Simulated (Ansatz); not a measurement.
# CuO (Tenorite) (C2/c) in Ansatz: notebook, part 2 of 2

Ansatz 0.2.0. Earlier steps stand in the parts before.

## 4. Single point, BLYP+D3(BJ), 9.53 Å³/atom (volume scaled by 0.94)

input.yaml reads:

```yaml
crystal:
  lattice:
    - [2.2940437287, -1.6763657078, 0.0]
    - [2.2940437287, 1.6763657078, 0.0]
    - [-0.8326750593, 0.0, 4.9546185987]
  atoms:
    - { symbol: Cu, position: [0.5, 0.0, 0.5] }
    - { symbol: Cu, position: [0.0, 0.5, 0.0] }
    - { symbol: O, position: [0.4184, 0.5816, 0.75] }
    - { symbol: O, position: [0.5816, 0.4184, 0.25] }
hamiltonian:
  xc: blyp
  pseudopotentials: { kind: paw }
  dispersion: d3bj
kpoints:
  mp_grid: { grid: [10, 10, 5] }
scf:
  occupations: { method: fermi_dirac, width: 0.05 }
output:
  forces: true
  stress: true
  eigenvalues: true
  write_density: true
  write_potential: true
  elf: true
  volumetric_format: npy
```

Potentials or basis: Ansatz PAW.

Started as:

```console
$ ansatz run input.yaml --threads 2 --pin off --max-ram 5120MiB --backend cpu --events-out ev --progress --plain --runs-dir out
```

What it wrote:

```text
Warning: RAYON_NUM_THREADS=2 ignored (pool sized by the plan → 2); use --threads N
Engine: ansatz 0.2.0, aarch64-unknown-linux-gnu
Pseudopotentials: kind: paw
Pseudopotential: Cu, paw, valence charge 19, recommended cutoff 420 eV (normal), Cu.paw.azcp
Pseudopotential: O, paw, valence charge 6, recommended cutoff 420 eV (normal), O.paw.azcp
Functional definition: BLYP
  parameter beta = 0.0042
  parameter a = 0.04918
  parameter b = 0.132
  parameter c = 0.2533
  parameter d = 0.349
  exchange = b88_x(beta = beta)
  correlation = lyp_c(a = a, b = b, c = c, d = d)
Crystal: 4 atoms, lattice volume = 38.108 Å³
Basis set: ecut = 420 eV, 759 PW (Γ), exchange–correlation on 40×40×72 points (8 copies of the dense FFT grid, shifted against one another)
Bands: 30, of which v1, the nominal top of the filled ones, is band 25 counted from 1 (24 counted from 0)
Symmetry: 4 space group operations
Space group: C2/c (ITA 15), of the structure as read, at distance tolerance 3.4e-5 Å
k-points: 141 of 500
Non-local potential: Cu, projectors of the file, l = 0: 3, l = 1: 2, l = 2: 3, l = 3: 1
Non-local potential: O, projectors of the file, l = 0: 2, l = 1: 2, l = 2: 1
PAW form: soft (Blöchl's): semilocal exchange-correlation on the pseudo side does not see the compensation charge
PAW frozen core: Cu, regenerated for the run's functional, and the local potential with it (the file was generated under x = pbe(κ = 0.804, μ = 0.2195149727645171), c = pbe(β = 0.06672455060314922))
PAW frozen core: O, regenerated for the run's functional, and the local potential with it (the file was generated under x = pbe(κ = 0.804, μ = 0.2195149727645171), c = pbe(β = 0.06672455060314922))
PAW one-centre angular grid: Cu, 590 points (default); XC on 64 Gauss nodes
PAW one-centre angular grid: O, 110 points (default); XC on 64 Gauss nodes
Initial density: superposition of atomic densities (neutral atoms: chi_scale 0, normalization atom), corrected by the library's trained network
Initial wavefunctions: pseudopotential atomic-orbital guess
Functional: x = b88, c = lyp
SCF iter   1: F=—  HF=-14406.832107 eV  |F-HF|=—  |Δ(HF+E_count)|=         —  Δρ=2.15e-2  dr2=1.21e-1  ethr=1.77e-3  ⟨swp⟩=5.8  Hψ=14717  notcnv=0
preconditioner: auto → Kerker (q_TF=auto, 2.855 Å⁻¹)  [metal: Δε(μ)=0.003 eV  Ē_g=11.866 eV  σ=0.050 eV  W_gap=0.02  n_scr=18 (ndim 8)  ℏωp=35.1 eV  f_vac=0.000  D(μ)=2.32/eV (n_scr^D=26)]
SCF iter   2: F=—  HF=-14406.806055 eV  |F-HF|=—  |Δ(HF+E_count)|=   2.61e-2  Δρ=8.99e-3  dr2=2.46e-2  ethr=2.42e-4  ⟨swp⟩=2.2  Hψ=6385  notcnv=0
SCF iter   3: F=—  HF=-14406.800565 eV  |F-HF|=—  |Δ(HF+E_count)|=   5.49e-3  Δρ=2.17e-3  dr2=1.59e-3  ethr=4.92e-5  ⟨swp⟩=2.0  Hψ=7098  notcnv=0
SCF iter   4: F=—  HF=-14406.800326 eV  |F-HF|=—  |Δ(HF+E_count)|=   2.39e-4  Δρ=1.11e-3  dr2=3.72e-4  ethr=3.19e-6  ⟨swp⟩=2.1  Hψ=6137  notcnv=0
SCF iter   5: F=—  HF=-14406.800351 eV  |F-HF|=—  |Δ(HF+E_count)|=   2.49e-5  Δρ=2.29e-4  dr2=1.78e-5  ethr=7.45e-7  ⟨swp⟩=2.1  Hψ=6166  notcnv=0
SCF iter   6: F=—  HF=-14406.800378 eV  |F-HF|=—  |Δ(HF+E_count)|=   2.73e-5  Δρ=4.16e-5  dr2=4.06e-7  ethr=3.56e-8  ⟨swp⟩=2.0  Hψ=6181  notcnv=0
SCF iter   7: F=—  HF=-14406.800379 eV  |F-HF|=—  |Δ(HF+E_count)|=   3.97e-7  Δρ=2.09e-5  dr2=1.36e-7  ethr=2.00e-10  ⟨swp⟩=9.0  Hψ=29824  notcnv=0
SCF iter   8: F=-14406.800379 eV  HF=-14406.800379 eV  |F-HF|=7.38e-9  |Δ(HF+E_count)|=   3.77e-8  Δρ=3.62e-6  dr2=4.63e-9  ethr=2.00e-10  ⟨swp⟩=7.2  Hψ=25479  notcnv=0
SCF 1 converged in 8 iterations: F = -14406.800379 eV  dr2 = 4.63e-9
SCF converged after 8 iterations
Free energy (F): -14406.800379 eV
Harris-Foulkes:  -14406.800379 eV  (|F-HF|=7.38e-9)
Internal energy: -14406.781998 eV  (E = F + TS)
E sigma→0 (E₀):  -14406.791189 eV
Entropy (-TS):   -0.018380 eV (-4.595 meV/atom)
Fermi energy:    13.880787 eV
--- Per-component energies (eV) ---
  E_band       = -786.281689
  E_kinetic    = 949.471781
  E_local      = -9431.940353  (includes V_loc(G=0)·N_el)
  E_nonlocal   = 869.751955
  E_hartree    = 4103.007878
  E_xc         = -322.124595
  E_vxc        = -412.382170  (∫ρ·V_xc dr)
  E_paw        = -3667.073418  (= ΣΔE_a)
  E_vpaw       = -967.199908  (= ΣTr[D̂ρ^β])
  E_aug_tail   = 0.005410  (compensation charges beyond the density's cutoff)
  E_ewald      = -6905.291809
  E_disp       = -2.595294  (pairwise vdW)
  E_core_change = 0.006447  (= ΣΔE_core)
  E_smearing   = -0.018380  (= −TS)
  E_closure    = 0.000000  (closes the sum)
  Σ components = -14406.800379   (vs F -14406.800379, Δ=0.00e0)
--- Forces (eV/Å), atoms counted from 1 ---
  atom   1  Cu    -0.00000000     0.00000000     0.00000000
  atom   2  Cu     0.00000000     0.00000000    -0.00000000
  atom   3  O      0.00000000    -0.01541158     0.00000000
  atom   4  O      0.00000000     0.01541158     0.00000000
  max |Σ_I F_I| component: 1.73e-18 eV/Å
--- Stress (GPa, compression-positive) ---
       15.676348       0.000000      -3.101044
        0.000000      13.756848       0.000000
       -3.101050       0.000000      17.666017
  P = ⅓ Tr σ = 15.6997 GPa (156.997 kbar)
--- Band table (eV; the first three rows and the last of 141) ---
  k-point 0: bands = ["-98.7872", "-98.7862", "-56.4157", "-56.4155", "-56.3844", "-56.3726", "-55.9744", "-55.9737", "-6.6137", "-5.1105", "5.1162", "7.8073", "8.2168", "10.2092", "10.4262", "10.4546", "10.4550", "10.5640", "10.9072", "10.9531", "11.2109", "11.3941", "11.4636", "12.0028", "14.0746", "14.8684", "15.9507", "20.2323", "22.4056", "27.5387"]
  k-point 1: bands = ["-98.7871", "-98.7863", "-56.4156", "-56.4155", "-56.3833", "-56.3738", "-55.9743", "-55.9738", "-6.4942", "-5.2864", "5.5254", "7.8963", "8.2535", "9.5921", "9.8677", "9.9068", "10.6131", "10.7889", "11.0634", "11.1085", "11.3170", "11.5328", "11.7394", "11.8933", "14.0299", "14.6996", "16.4752", "19.6898", "23.2418", "27.5926"]
  k-point 2: bands = ["-98.7869", "-98.7866", "-56.4155", "-56.4155", "-56.3804", "-56.3768", "-55.9742", "-55.9739", "-6.1626", "-5.7061", "6.6184", "8.0684", "8.1205", "8.3264", "9.4424", "9.4974", "10.7643", "10.8570", "11.1496", "11.2443", "11.2975", "11.5439", "12.0278", "12.1541", "13.9989", "14.2971", "17.5770", "18.7074", "24.9739", "26.9360"]
  k-point 140: bands = ["-98.7849", "-98.7847", "-56.4335", "-56.4317", "-56.3788", "-56.3764", "-55.9857", "-55.9845", "-5.0386", "-4.9305", "6.4967", "7.0490", "7.7250", "7.8284", "8.2325", "8.6250", "10.7032", "11.0209", "11.3494", "11.3703", "11.9234", "11.9371", "12.3570", "12.4866", "13.1678", "13.8640", "18.5761", "19.7936", "22.8688", "23.6438"]
```

rho_z.tsv:

```text
# z_ang	rho[e/angstrom^3]
# format = ansatz-planar-average/11
# lattice	2.294043729	-1.676365708	0.000000000
# lattice	2.294043729	1.676365708	0.000000000
# lattice	-0.832675059	0.000000000	4.954618599
# sites	4
# site	29	0.730684335	-0.838182854	2.477309299
# site	29	1.147021864	0.838182854	0.000000000
# site	8	1.669537434	0.273582884	3.715963949
# site	8	2.085874964	-0.273582884	1.238654650
0.000000	3.486599e0
0.139558	2.988573e0
0.279117	1.957060e0
0.418675	1.110502e0
0.558233	6.786106e-1
0.697792	5.568026e-1
[... 28 lines left out ...]
4.744984	1.957060e0
4.884543	2.988573e0
```

v_z.tsv:

```text
# z_ang	v_es[eV]	v_tot[eV]
# format = ansatz-planar-average/11
# xc	blyp
# density_cutoff_ev	1680
# datasets	Cu=:simpson_from_first_knot:soft:shift=-770083	O=:simpson_from_first_knot:soft:shift=-70409
# lattice	2.294043729	-1.676365708	0.000000000
# lattice	2.294043729	1.676365708	0.000000000
# lattice	-0.832675059	0.000000000	4.954618599
# sites	4
# site	29	0.730684335	-0.838182854	2.477309299
# site	29	1.147021864	0.838182854	0.000000000
# site	8	1.669537434	0.273582884	3.715963949
# site	8	2.085874964	-0.273582884	1.238654650
0.000000	1.175352e0	-1.038618e1
0.139558	1.591075e0	-9.873657e0
0.279117	2.817774e0	-8.399831e0
0.418675	4.884547e0	-6.080169e0
0.558233	7.204868e0	-3.642411e0
0.697792	8.510049e0	-2.392990e0
[... 28 lines left out ...]
4.744984	2.817774e0	-8.399831e0
4.884543	1.591075e0	-9.873657e0
```

Run time: 7 s. Hardware: 2 threads of Arm Neoverse V1, shared host; peak memory 0.4 GiB.

Results:

```yaml
Free_energy: -14406.8004 eV
Pressure: 15.7 GPa
Largest_force: 0.015 eV/Å
Band_gap_on_the_k_mesh: none (metal or under the smearing width)
```

Caveat: the pressure holds a Pulay correction of +0.9 GPa for the finite cutoff; the run has no spin polarisation, though such a crystal can be magnetic; semilocal functionals often make such compounds metallic where correlation or magnetic order opens a gap, which also shifts bond lengths; pairwise dispersion overbinds metals, which lowers pressure and volume; the PAW data sets come from PBE, with cores solved anew for the run's functional, which leaves a small shift of forces and pressure.

## 5. Single point, BLYP+D3(BJ), 9.73 Å³/atom (volume scaled by 0.96)

Changes to input.yaml since step 4:

```diff
@@ -2,5 +2,5 @@
   lattice:
-    - [2.2940437287, -1.6763657078, 0.0]
-    - [2.2940437287, 1.6763657078, 0.0]
-    - [-0.8326750593, 0.0, 4.9546185987]
+    - [2.3101994985, -1.6881714891, 0.0]
+    - [2.3101994985, 1.6881714891, 0.0]
+    - [-0.8385391614, 0.0, 4.9895114286]
   atoms:
```

Started as:

```console
$ ansatz run input.yaml --threads 2 --pin off --max-ram 5120MiB --backend cpu --events-out ev --progress --plain --runs-dir out
```

It took 7 s on 2 threads of Arm Neoverse V1, shared host; peak memory 0.41 GiB.

The run converged. Its results:

- Free energy: -14406.8676 eV
- Pressure: 10.9 GPa
- Largest force: 0.093 eV/Å
- Band gap on the k mesh: none (metal or under the smearing width)

Caveat: the pressure holds a Pulay correction of +0.9 GPa for the finite cutoff; the run has no spin polarisation, though such a crystal can be magnetic; semilocal functionals often make such compounds metallic where correlation or magnetic order opens a gap, which also shifts bond lengths; pairwise dispersion overbinds metals, which lowers pressure and volume; the PAW data sets come from PBE, with cores solved anew for the run's functional, which leaves a small shift of forces and pressure.

## 6. Single point, BLYP+D3(BJ), 9.93 Å³/atom (volume scaled by 0.98)

Changes to input.yaml since step 5:

```diff
@@ -2,5 +2,5 @@
   lattice:
-    - [2.3101994985, -1.6881714891, 0.0]
-    - [2.3101994985, 1.6881714891, 0.0]
-    - [-0.8385391614, 0.0, 4.9895114286]
+    - [2.3261324123, -1.699814419, 0.0]
+    - [2.3261324123, 1.699814419, 0.0]
+    - [-0.8443223728, 0.0, 5.0239229397]
   atoms:
```

Potentials or basis: Ansatz PAW.

Started as:

```console
$ ansatz run input.yaml --threads 2 --pin off --max-ram 5120MiB --backend cpu --events-out ev --progress --plain --runs-dir out
```

Wall time 6.9 s (2 threads of Arm Neoverse V1, shared host); peak memory 0.41 GiB.

It converged, with:

* Free energy: -14406.9118 eV
* Pressure: 6.6 GPa
* Largest force: 0.165 eV/Å
* Band gap on the k mesh: none (metal or under the smearing width)

Caveat: the pressure holds a Pulay correction of +0.9 GPa for the finite cutoff; the run has no spin polarisation, though such a crystal can be magnetic; semilocal functionals often make such compounds metallic where correlation or magnetic order opens a gap, which also shifts bond lengths; pairwise dispersion overbinds metals, which lowers pressure and volume; the PAW data sets come from PBE, with cores solved anew for the run's functional, which leaves a small shift of forces and pressure.

## 7. Single point, BLYP+D3(BJ), 10.13 Å³/atom

Changes to input.yaml since step 6:

```diff
@@ -2,5 +2,5 @@
   lattice:
-    - [2.3261324123, -1.699814419, 0.0]
-    - [2.3261324123, 1.699814419, 0.0]
-    - [-0.8443223728, 0.0, 5.0239229397]
+    - [2.34185, -1.7113, 0.0]
+    - [2.34185, 1.7113, 0.0]
+    - [-0.8500274268, 0.0, 5.0578693947]
   atoms:
@@ -22,5 +22 @@
   eigenvalues: true
-  write_density: true
-  write_potential: true
-  elf: true
-  volumetric_format: npy
```

Started as:

```console
$ ansatz run input.yaml --threads 2 --pin off --max-ram 5120MiB --backend cpu --events-out ev --progress --plain --runs-dir out
```

Wall time 5 s (2 threads of Arm Neoverse V1, shared host); peak memory 0.4 GiB.

The run converged. Its results:

- Free energy: -14406.9356 eV
- Pressure: 2.8 GPa
- Largest force: 0.231 eV/Å
- Band gap on the k mesh: none (metal or under the smearing width)

Caveat: the pressure holds a Pulay correction of +0.9 GPa for the finite cutoff; the run has no spin polarisation, though such a crystal can be magnetic; semilocal functionals often make such compounds metallic where correlation or magnetic order opens a gap, which also shifts bond lengths; pairwise dispersion overbinds metals, which lowers pressure and volume; the PAW data sets come from PBE, with cores solved anew for the run's functional, which leaves a small shift of forces and pressure.

## 8. Single point, BLYP+D3(BJ), 10.34 Å³/atom (volume scaled by 1.02)

Changes to input.yaml since step 7:

```diff
@@ -2,5 +2,5 @@
   lattice:
-    - [2.34185, -1.7113, 0.0]
-    - [2.34185, 1.7113, 0.0]
-    - [-0.8500274268, 0.0, 5.0578693947]
+    - [2.3573593924, -1.7226334429, 0.0]
+    - [2.3573593924, 1.7226334429, 0.0]
+    - [-0.8556569116, 0.0, 5.0913661947]
   atoms:
@@ -22 +22,5 @@
   eigenvalues: true
+  write_density: true
+  write_potential: true
+  elf: true
+  volumetric_format: npy
```

Started as:

```console
$ ansatz run input.yaml --threads 2 --pin off --max-ram 5120MiB --backend cpu --events-out ev --progress --plain --runs-dir out
```

Run time: 7.1 s. Hardware: 2 threads of Arm Neoverse V1, shared host; peak memory 0.41 GiB.

It converged, with:

```yaml
Free_energy: -14406.9411 eV
Pressure: -0.6 GPa
Largest_force: 0.291 eV/Å
Band_gap_on_the_k_mesh: none (metal or under the smearing width)
```

Caveat: the pressure holds a Pulay correction of +0.9 GPa for the finite cutoff; the run has no spin polarisation, though such a crystal can be magnetic; semilocal functionals often make such compounds metallic where correlation or magnetic order opens a gap, which also shifts bond lengths; pairwise dispersion overbinds metals, which lowers pressure and volume; the PAW data sets come from PBE, with cores solved anew for the run's functional, which leaves a small shift of forces and pressure.

## 9. Single point, BLYP+D3(BJ), 10.54 Å³/atom (volume scaled by 1.04)

Changes to input.yaml since step 8:

```diff
@@ -2,5 +2,5 @@
   lattice:
-    - [2.3573593924, -1.7226334429, 0.0]
-    - [2.3573593924, 1.7226334429, 0.0]
-    - [-0.8556569116, 0.0, 5.0913661947]
+    - [2.3726673498, -1.7338196878, 0.0]
+    - [2.3726673498, 1.7338196878, 0.0]
+    - [-0.861213281, 0.0, 5.1244279405]
   atoms:
@@ -22,5 +22 @@
   eigenvalues: true
-  write_density: true
-  write_potential: true
-  elf: true
-  volumetric_format: npy
```

Potentials or basis: Ansatz PAW.

Started as:

```console
$ ansatz run input.yaml --threads 2 --pin off --max-ram 5120MiB --backend cpu --events-out ev --progress --plain --runs-dir out
```

Run time: 5.1 s. Hardware: 2 threads of Arm Neoverse V1, shared host; peak memory 0.41 GiB.

It converged, with:

```
Free energy            : -14406.9302 eV
Pressure               : -3.7 GPa
Largest force          : 0.346 eV/Å
Band gap on the k mesh : none (metal or under the smearing width)
```

Caveat: the pressure holds a Pulay correction of +0.8 GPa for the finite cutoff; the run has no spin polarisation, though such a crystal can be magnetic; semilocal functionals often make such compounds metallic where correlation or magnetic order opens a gap, which also shifts bond lengths; pairwise dispersion overbinds metals, which lowers pressure and volume; the PAW data sets come from PBE, with cores solved anew for the run's functional, which leaves a small shift of forces and pressure.

## 10. Single point, BLYP+D3(BJ), 10.74 Å³/atom (volume scaled by 1.06)

Changes to input.yaml since step 9:

```diff
@@ -2,5 +2,5 @@
   lattice:
-    - [2.3726673498, -1.7338196878, 0.0]
-    - [2.3726673498, 1.7338196878, 0.0]
-    - [-0.861213281, 0.0, 5.1244279405]
+    - [2.3877802882, -1.744863423, 0.0]
+    - [2.3877802882, 1.744863423, 0.0]
+    - [-0.8666988638, 0.0, 5.157068489]
   atoms:
@@ -22 +22,5 @@
   eigenvalues: true
+  write_density: true
+  write_potential: true
+  elf: true
+  volumetric_format: npy
```

Started as:

```console
$ ansatz run input.yaml --threads 2 --pin off --max-ram 5120MiB --backend cpu --events-out ev --progress --plain --runs-dir out
```

It took 7.1 s on 2 threads of Arm Neoverse V1, shared host; peak memory 0.41 GiB.

The run converged. Its results:

```yaml
Free_energy: -14406.9047 eV
Pressure: -6.4 GPa
Largest_force: 0.396 eV/Å
Band_gap_on_the_k_mesh: none (metal or under the smearing width)
```

Caveat: the pressure holds a Pulay correction of +0.8 GPa for the finite cutoff; the run has no spin polarisation, though such a crystal can be magnetic; semilocal functionals often make such compounds metallic where correlation or magnetic order opens a gap, which also shifts bond lengths; pairwise dispersion overbinds metals, which lowers pressure and volume; the PAW data sets come from PBE, with cores solved anew for the run's functional, which leaves a small shift of forces and pressure.

## 11. Equation of state, BLYP+D3(BJ)

No new run: the results of the series are fitted here.

What came out:

```yaml
Equilibrium_volume: 10.30 Å³/atom
Bulk_modulus_at_fixed_shape_and_positions: 167 GPa
Pressure_derivative_of_the_bulk_modulus: 4.7
```

Energy against volume, from the lowest point:
```tsv
volume (Å³/atom)	energy (meV/atom)
9.527	35.19
9.730	18.38
9.932	7.32
10.135	1.38
10.338	0.00
10.540	2.73
10.743	9.10
```

Caveat: the potentials were made for another functional, which shifts forces and pressure; the cell was scaled at fixed shape and fractional positions, which overstates the stiffness of a crystal with free parameters, most of all of layers and chains; the run has no spin polarisation, though such a crystal can be magnetic.

## 12. Overview

| task | level | U | points for each segment of the path | hubbard projectors | double counting | gap on the mesh (eV) | pressure (GPa) | largest force (eV/Å) |
| --- | --- | --- | --- | --- | --- | --- | --- | --- |
| density of states | LDA | - | - | - | - | none | -9.6 | 0.47 |
| band structure | PBE+U | Cu d U = 5.3 eV | 14 | ortho-atomic (the default) | fll (the default) | none | 8.3 | 0.13 |
| equation of state | BLYP+D3(BJ) | - | - | - | - | - | - | - |

Alike in all rows: potentials or basis Ansatz PAW; no spin polarisation; cell as given; k mesh 10 × 10 × 5; cutoff (eV) 420; smearing fermi-dirac 0.05 eV.

Caveats: the run has no spin polarisation, though such a crystal can be magnetic; semilocal functionals often make such compounds metallic where correlation or magnetic order opens a gap, which also shifts bond lengths (some runs); the PAW data sets come from PBE, with cores solved anew for the run's functional, which leaves a small shift of forces and pressure (some runs); U without spin polarisation on a metal has little footing (some runs); the potentials were made for another functional, which shifts forces and pressure (some runs); the cell was scaled at fixed shape and fractional positions, which overstates the stiffness of a crystal with free parameters, most of all of layers and chains (some runs).

Total energies depend on the potentials used, so only differences within one code and one set of settings carry meaning.
